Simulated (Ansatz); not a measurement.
Crystal: CdSe.

```
Cd Se
1.0
     0.00000    3.07027    3.07027
     3.07027    0.00000    3.07027
     3.07027    3.07027    0.00000
Cd Se
1 1
Direct
  0.00000 0.00000 0.00000
  0.25000 0.25000 0.25000
```

Measurements of this composition are mostly on another form, of space group No. 186.

Base run:

* Program: Ansatz 0.2.0
* Functional: revPBE
* Potentials or basis: Ansatz PAW
* Cutoff: 420 eV (not typed: the program's choice for these potentials)
* k mesh: 8 × 8 × 8
* Occupations: fermi-dirac, width 0.05 eV
* Spin: no spin polarisation

Its results: band gap on the k mesh 0.68 eV, direct; pressure 2.7 GPa.

The run is repeated on the same cell with these changes: functional from revPBE to BPBE. What comes out?

Band gap on the k mesh 0.55 eV, direct; pressure 1.2 GPa.

Caveats: the PAW data sets come from PBE, with cores solved anew for the run's functional, which leaves a small shift of forces and pressure.
